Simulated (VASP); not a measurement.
Input of a VASP 6.6.1 run:

The input INCAR:

```
SYSTEM = Ir
ALGO = Normal
EDIFF = 1E-6
EDIFFG = -0.04
ENCUT = 600
GGA = PS
IBRION = 2
ISIF = 3
ISMEAR = 0
LASPH = .TRUE.
LCHARG = .FALSE.
LREAL = .FALSE.
LWAVE = .FALSE.
NELM = 80
NSW = 90
PREC = Accurate
SIGMA = 0.1
```

Contents of KPOINTS:

```
k-points
0
G
  6 6 4
  0 0 0
```

Contents of POSCAR:

```
Ir
1.0
    2.0711241040     -3.5101712706      0.0000000000
    2.0711241040      3.5101712706      0.0000000000
    0.0000000000      0.0000000000      4.1477581044
Ir
4
Direct
    0.1525000000      0.8475000000      0.0785000000
    0.6525000000      0.3475000000      0.4215000000
    0.8475000000      0.1525000000      0.9215000000
    0.3475000000      0.6525000000      0.5785000000
```

Potentials or basis: VASP PAW PBE potentials, release 64 (Ir).

Run with:

```bash
$ cat potpaw_PBE.64/Ir/POTCAR > POTCAR
$ mpirun -np 1 vasp_std > vasp.out
```

Problem. Predict the relaxed volume.

Solution. 15.56 Å³/atom.

Problem. What does it give for the band gap on the k mesh?

Solution. None (metal or under the smearing width).

Problem. What does it give for the space group after relaxing (to 0.05 Å)?

Solution. I4/mmm (No. 139).

Problem. Estimate the relaxed cell.

Solution. a = 4.663 Å, b = 4.663 Å, c = 3.818 Å, α = 90.00°, β = 90.00°, γ = 131.45°.

Final structure:
```
CELL_PARAMETERS angstrom
1.91733 -4.25091 0.00000
1.91733 4.25091 0.00000
0.00000 0.00000 3.81798
ATOMIC_POSITIONS crystal
Ir 0.14405 0.85595 0.99965
Ir 0.64405 0.35595 0.50035
Ir 0.85595 0.14405 0.00035
Ir 0.35595 0.64405 0.49965
```

Caveat: the k mesh is coarse (spacing up to 0.38 Å⁻¹), so the values aren't converged; the PAW data sets were made with another functional, which shifts forces and pressure a little. Spin-orbit coupling is left out, which matters for the levels of Ir.
